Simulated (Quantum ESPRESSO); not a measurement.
Crystal: BAs.

```
As B
1.0
     0.00000    2.38850    2.38850
     2.38850    0.00000    2.38850
     2.38850    2.38850    0.00000
As B
1 1
Cartesian
  3.5827 3.5827 3.5827
  0.0000 0.0000 0.0000
```

- Program: Quantum ESPRESSO 7.5
- Task: phonons
- Functional: PBE
- Potentials or basis: Ansatz NC SR PBE
- Cutoff: 1143 eV
- Density cutoff: 4572 eV
- k mesh: 8 × 8 × 8, shifted
- Occupations: fermi-dirac, width 0.05 eV
- Spin: no spin polarisation
- Mixing beta: 0.5
- Most SCF iterations: 120
- SCF threshold: 4e-10 Ry

The first run showed a gap, so the response started from a second, tighter run with fixed occupations.

The run gives a transverse optical frequency of 691 cm⁻¹, an electronic dielectric constant of 9.72 and Born charges of ±0.50 e.

**Question.** What are the longitudinal frequency and the static dielectric constant?

**Answer.** The longitudinal mode lies at 695 cm⁻¹, 4 cm⁻¹ over the transverse one, and the static constant is 9.82. The two agree with the Lyddane-Sachs-Teller relation: (695/691)² = 1.01 and 9.82/9.72 = 1.01.
